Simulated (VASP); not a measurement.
The system is GeSe.

```
CELL_PARAMETERS angstrom
10.96559 0.00000 0.00000
0.00000 3.88277 0.00000
0.00000 0.00000 4.42005
ATOMIC_POSITIONS crystal
Ge 0.12339 0.75000 0.88752
Ge 0.62339 0.75000 0.61248
Ge 0.37661 0.25000 0.38752
Ge 0.87661 0.25000 0.11248
Se 0.85489 0.75000 0.50186
Se 0.35489 0.75000 0.99814
Se 0.64511 0.25000 0.00186
Se 0.14511 0.25000 0.49814
```

Program: VASP 6.6.1. Alike in all runs: potentials or basis VASP PAW PBE potentials, release 64 (Ge_d, Se); cell as given; cutoff (eV) 520; smearing gaussian 0.03 eV. Hardware: 2 MPI ranks on Intel(R) Xeon(R) Platinum 8559C (Emerald Rapids), with other jobs on the host.

Question: Order these runs on this cell by their wall time, lowest first.
A. task optical spectrum; level PBE; spin off; k mesh 4 × 8 × 6
B. task band structure; level PBE; spin off; k mesh 4 × 8 × 6
C. task dielectric tensor; level PBE; spin off; k mesh 4 × 10 × 8; monkhorst-Pack mesh yes
D. task band structure; level TB-mBJ; spin SOC, no magnetisation; k mesh 2 × 6 × 6

Answer: A (300 s), B (760 s), C (1900 s), D (5600 s).

Caveats: spectra need much finer meshes, so this one isn't converged (some runs); independent-particle spectra lack excitons (some runs).
